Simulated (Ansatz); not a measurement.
# Gd: the cost of one run

Program: Ansatz 0.2.0. Level of theory: DFT, PBE, PAW with Ansatz's default frozen-core files, scalar-relativistic. These are calculated values, not measurements.

**1. The structure to begin with**

It takes space group Im-3m (No. 229, cubic). The conventional cell has a = 4.050 Å, b = 4.050 Å, c = 4.050 Å, α = 90.00°, β = 90.00°, γ = 90.00°. Gd (site symmetry m-3m) is surrounded by 8 Gd at 3.51 Å.

Structure file:

```
Gd
1.0
    -2.02500    2.02500    2.02500
     2.02500   -2.02500    2.02500
     2.02500    2.02500   -2.02500
Gd
1
Cartesian
  0.0000 0.0000 0.0000
```

**2. Free moments from the typed start, PAW**

input.yaml

```yaml
crystal:
  lattice:
    - [-2.025, 2.025, 2.025]
    - [2.025, -2.025, 2.025]
    - [2.025, 2.025, -2.025]
  atoms:
    - { symbol: Gd, position: [0.0, 0.0, 0.0], spin: 7.0 }
magnetization:
  spin_polarized: true
kpoints:
  mp_grid: { grid: [11, 11, 11] }
scf:
  occupations: { method: fermi_dirac, width: 0.03 }
hamiltonian:
  xc: pbe
  pseudopotentials: { kind: paw }
output:
  forces: true
  stress: true
  eigenvalues: true
  populations: true
```

Started as:

```console
> ansatz run input.yaml --threads 1 --pin off --max-ram 3072MiB --backend cpu --events-out ev --progress --plain --runs-dir out
```

What time and memory should one allow on 1 thread of Intel Xeon Platinum 8375C at 2.90GHz (Ice Lake), shared host?

About 5.9 s, with a peak of 0.44 GiB.
